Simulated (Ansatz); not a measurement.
The system is CdO (Monteponite).

```xyz
2
Lattice="0.0000 2.3495 2.3495 2.3495 0.0000 2.3495 2.3495 2.3495 0.0000" Properties=species:S:1:pos:R:3 pbc="T T T"
Cd    0.0000    0.0000    0.0000
O     2.3495    2.3495    2.3495
```

- Program: Ansatz 0.2.0
- Task: relaxation of cell and atoms
- Functional: revPBE
- Potentials or basis: Ansatz PAW
- Cutoff: 420 eV (not typed: the program's choice for these potentials)
- k mesh: 10 × 10 × 10
- Occupations: fermi-dirac, width 0.05 eV
- Spin: no spin polarisation

At the start: volume 12.97 Å³/atom.

Q: Where does the relaxation end?

A: It ends after 7 steps and the volume is 13.89 Å³/atom (+7.1 %); space group Fm-3m (No. 225, to 0.05 Å).

Step by step:
```csv
step,energy change (eV),largest force (eV/Å),volume (Å³)
1,0.0000,0.0000,25.94
2,-0.0416,0.0000,28.01
3,-0.0436,0.0000,27.74
4,-0.0437,0.0000,27.71
5,-0.0505,0.0000,27.71
6,-0.0504,0.0000,27.79
7,-0.0507,0.0000,27.79
```

Final structure:
```
Cd O
1.0
     0.00000    2.40399    2.40399
     2.40399    0.00000    2.40399
     2.40399    2.40399    0.00000
Cd O
1 1
Direct
  0.00000 0.00000 0.00000
  0.50000 0.50000 0.50000
```

Caveat: the plane-wave basis is chosen anew once the cell has moved, so the energies of steps on either side of that aren't comparable; the pressure holds a Pulay correction of +0.4 GPa for the finite cutoff; the PAW data sets come from PBE, with cores solved anew for the run's functional, which leaves a small shift of forces and pressure.
